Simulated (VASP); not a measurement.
MoS2: band structure with PBEsol

The system is MoS2, a slab with vacuum.

```
Mo S
1.0
     3.14140    0.00000    0.00000
    -1.57070    2.72054    0.00000
     0.00000    0.00000   33.74805
Mo S
4 8
Cartesian
  1.5707 0.9068 30.5936
  1.5707 0.9068 9.4106
  0.0000 1.8137 24.3374
  0.0000 1.8137 3.1544
  0.0000 1.8137 32.1528
  0.0000 1.8137 10.9685
  1.5707 0.9068 25.8966
  1.5707 0.9068 4.7133
  0.0000 1.8137 29.0348
  0.0000 1.8137 7.8515
  1.5707 0.9068 22.7796
  1.5707 0.9068 1.5953
```

* Program: VASP 6.6.1
* Task: band structure
* Functional: PBEsol
* Potentials or basis: VASP PAW PBE potentials, release 64 (Mo_sv, S)
* Cutoff: 520 eV
* k mesh: 12 × 12 × 1
* Occupations: gaussian, width 0.02 eV
* Spin: no spin polarisation
* Further INCAR settings: ALGO = Fast; EDIFF = 1e-06

```json
{
 "Largest force": "0.009 eV/Å",
 "Band gap on the k mesh": "1.12 eV, indirect (least direct gap 1.76 eV)",
 "Band gap along the path": "1.11 eV, indirect (least direct gap 1.76 eV)"
}
```

Forces on the atoms (eV/Å):
```
Mo  -0.001  0.000  0.009
Mo  -0.001  0.000  0.005
Mo   0.001  0.000 -0.005
Mo   0.001  0.000 -0.009
S    0.000  0.000  0.001
S    0.000  0.000  0.003
S    0.000  0.000 -0.001
S    0.000  0.000  0.001
S    0.000  0.000 -0.001
S    0.000  0.000  0.001
S    0.000  0.000 -0.003
S    0.000  0.000 -0.001
```

Levels at the corners of the path, in eV from the valence-band top:
```tsv
point	band 49	band 50	band 51	band 52	band 53	band 54	band 55	band 56
Γ	-0.92	-0.51	-0.17	0.00	2.35	2.35	2.36	2.36
M	-1.25	-1.22	-1.19	-1.18	1.86	1.87	1.88	1.89
M	-1.25	-1.22	-1.19	-1.18	1.86	1.87	1.88	1.89
K	-0.60	-0.56	-0.51	-0.48	1.28	1.28	1.28	1.28
K	-0.60	-0.56	-0.51	-0.48	1.28	1.28	1.28	1.28
Γ	-0.92	-0.51	-0.17	0.00	2.35	2.35	2.36	2.36
Γ	-0.92	-0.51	-0.17	0.00	2.35	2.35	2.36	2.36
A	-0.92	-0.51	-0.17	0.00	2.35	2.35	2.35	2.36
A	-0.92	-0.51	-0.17	0.00	2.35	2.35	2.36	2.36
L	-1.25	-1.22	-1.19	-1.18	1.86	1.87	1.88	1.89
L	-1.25	-1.22	-1.19	-1.18	1.86	1.87	1.88	1.89
H	-0.60	-0.56	-0.51	-0.48	1.28	1.28	1.28	1.28
H	-0.60	-0.56	-0.51	-0.48	1.28	1.28	1.28	1.28
A	-0.92	-0.51	-0.17	0.00	2.35	2.35	2.36	2.36
L	-1.25	-1.22	-1.19	-1.18	1.86	1.87	1.88	1.89
M	-1.25	-1.22	-1.19	-1.18	1.86	1.87	1.88	1.89
K	-0.60	-0.56	-0.51	-0.48	1.28	1.28	1.28	1.28
H	-0.60	-0.56	-0.51	-0.48	1.28	1.28	1.28	1.28
```

It took 42 min on 1 thread of Intel(R) Xeon(R) Platinum 8259CL CPU @ 2.50GHz (Skylake/Cascade Lake), on a shared host, peak memory 0.96 GiB.

Caveat: the PAW data sets were made with another functional, which shifts forces and pressure a little.
